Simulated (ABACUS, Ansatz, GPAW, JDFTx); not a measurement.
Equation of state of Ni under PBEsol

```
Ni
1.0
     0.00000    1.73757    1.73757
     1.73757    0.00000    1.73757
     1.73757    1.73757    0.00000
Ni
1
Cartesian
  0.0000 0.0000 0.0000
```

The cell was scaled at fixed shape and fractions and run with GPAW, PAW data sets generated for this functional, cutoff 600 eV; PBEsol, k mesh 13 × 13 × 13 on the cell of 1 atom, fermi-dirac occupations of 0.05 eV, collinear spin, ferromagnetic start, no spin-orbit coupling. Energies are those that the program minimises, any entropy of the smearing included. For a metal such a mesh isn't converged to the digits shown. The magnetic state is the one that the start led to, which needn't be the lowest.

```csv
V (Å³/atom),energy over the lowest row (meV/atom)
9.8625,34.36
10.0723,15.32
10.2822,4.15
10.4920,0.00
10.7019,?
10.9117,9.77
11.1215,22.36
```

Task: Fit the third-order Birch-Murnaghan form, give V0, B0 and B′, and predict the energy left open.

Result: With y = (V0/V)^(2/3), E = E0 + (9 V0 B0/16) [(y - 1)³ B′ + (y - 1)² (6 - 4y)]. Least squares through the rows shown give V0 = 10.5226 Å³/atom, E0 = -0.06 meV, B0 = 234.8 GPa (1 eV/Å³ = 160.218 GPa) and B′ = 4.85, with a largest miss of 0.01 meV. At V = 10.7019 the form with these constants gives 2.11 meV; the run gave 2.10 meV an atom. Other set-ups at this level, from all their volumes (Å³/atom, GPa): ABACUS, PseudoDojo NC SR 0.4.1 PBEsol standard, plane waves: V0 10.381, B0 230.8; JDFTx, PseudoDojo-SR-PBEsol-0.4.1-standard: V0 10.387, B0 230.2; JDFTx, PseudoDojo-SR-PBEsol-0.4.1-standard with smoothed tails: V0 10.380, B0 230.8; Ansatz, all-electron LAPW, scalar-relativistic: V0 10.381, B0 231.7.
